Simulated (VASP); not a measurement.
Set up this calculation in VASP 6.6.1, as the native input.

| Quantity | Value |
| --- | --- |
| Task | optical spectrum |
| Functional | PBE |
| Dispersion | TS |
| Potentials or basis | VASP PAW PBE potentials, release 54 (Sr_sv) |
| Cutoff | 520 eV |
| k mesh | 7 × 7 × 1 |
| Occupations | gaussian, width 0.05 eV |
| Spin | no spin polarisation |
| Dipole correction | yes |
| Further INCAR settings | ALGO = Normal; EDIFF = 1e-06; NBANDS = 47 |

The structure of Sr lies in POSCAR:

```
Sr
1.0
    4.3100002206      0.0000000000      0.0000000000
   -2.1550001103      3.7325696815      0.0000000000
    0.0000000000      0.0000000000     22.0500000000
Sr
3
Direct
    0.3333333333      0.6666666666      0.3401360544
    0.6666666667      0.3333333334      0.5000000000
    0.3333333333      0.6666666666      0.6598639456
```

The slab is cut from a database's or a generator's crystal, which needn't be the stable form of the element.

The cell isn't the ideal one: the (0 0 1) slab of Sr, cut from the database cell, not relaxed.

One way to write it, as run:

INCAR

```
SYSTEM = Sr
PREC = Accurate
ENCUT = 520
EDIFF = 1E-6
ISMEAR = 0
SIGMA = 0.05
LREAL = .FALSE.
LASPH = .TRUE.
NELM = 100
ALGO = Normal
ISIF = 2
LWAVE = .FALSE.
LCHARG = .FALSE.
LDIPOL = .TRUE.
IDIPOL = 3
DIPOL = 0.5 0.5 0.500
GGA = PE
IVDW = 2
LOPTICS = .TRUE.
NBANDS = 47
NEDOS = 1000
CSHIFT = 0.1
```

KPOINTS

```
Automatic mesh
0
G
  7 7 1
  0 0 0
```

Potentials or basis: VASP PAW PBE potentials, release 54 (Sr_sv).

Launch:

```bash
$ cat potpaw_PBE.54/Sr_sv/POTCAR > POTCAR
$ mpirun -np 1 vasp_std > vasp.out
```

It gave:

```json
{
  "Largest force": "0.170 eV/Å",
  "Band gap on the k mesh": "none (metal or under the smearing width)",
  "Dispersion energy per atom": "-0.646 eV"
}
```

Caveat: atom-pairwise D2, TS and ULG terms overbind metals; spectra need much finer meshes, so this one isn't converged; independent-particle spectra lack excitons; the intraband (Drude) part of a metal's response may be missing.

Run time: 2.4 min on 1 thread of Intel(R) Xeon(R) Platinum 8488C (Sapphire Rapids), on a shared host, peak memory 0.51 GiB.
